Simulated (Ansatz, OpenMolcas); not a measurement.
# A correction line for M06-2X/6-31G* (spherical functions): atomisation enthalpy at 298 K

The atomisation enthalpy at 298 K in kJ/mol of 6 carbon molecules: x at M06-2X/6-31G* (spherical functions), y from tabulated heats of molecules and atoms (Active Thermochemical Tables, CRC Handbook of Chemistry and Physics). Shapes, held fixed at every level: PBE0-D4/def2-TZVP. Flexible molecules stand in one conformer, not always the lowest. Computed values hold a harmonic thermal term (B3LYP/6-31G*, PBE/def2-SVP, PBE0-D4/def2-TZVP) and the atoms' spin-orbit lowering. Programs: OpenMolcas 26.06.

```
                molecule  x (kJ/mol)  y (kJ/mol)
C3H7Cl (1-chloropropane)        3934        3930
    C4H6 (1,3-butadiene)        4060        4065
      C4H8 (cyclobutane)        4597        4584
         C4H8 (1-butene)        4608           ?
        C4H8 (isobutene)        4625        4629
 C4H9Cl (1-chlorobutane)        5111        5105
```

Problem. Fit y = c + s·x to the known rows and predict y for C4H8 (1-butene).

Solution. 
1. Means of the 5 rows: x = 4465.40, y = 4462.6.
2. Σ(Δx)² = 906325, Σ(Δx·Δy) = 901478, so the slope is 901478/906325 = 0.99465.
3. Intercept: 4462.6 − (0.99465) × 4465.40 = 21.1. The largest residual of the fit is 9.5.
4. C4H8 (1-butene): 21.1 + 0.99465 × 4608 = 4604 kJ/mol.

The tabulated heats give 4612 kJ/mol, so the prediction is off by -8 kJ/mol, within the largest residual. Uncorrected, M06-2X/6-31G* (spherical functions) misses C4H8 (1-butene) by -4 kJ/mol, and the other rows by 6 on average. The line makes this one worse. Left out in turn, the other rows are missed by 8 kJ/mol on average, worse than no correction. The heats of C3H7Cl (1-chloropropane), C4H9Cl (1-chlorobutane) come from older tables and can be uncertain by 10 kJ/mol or more.
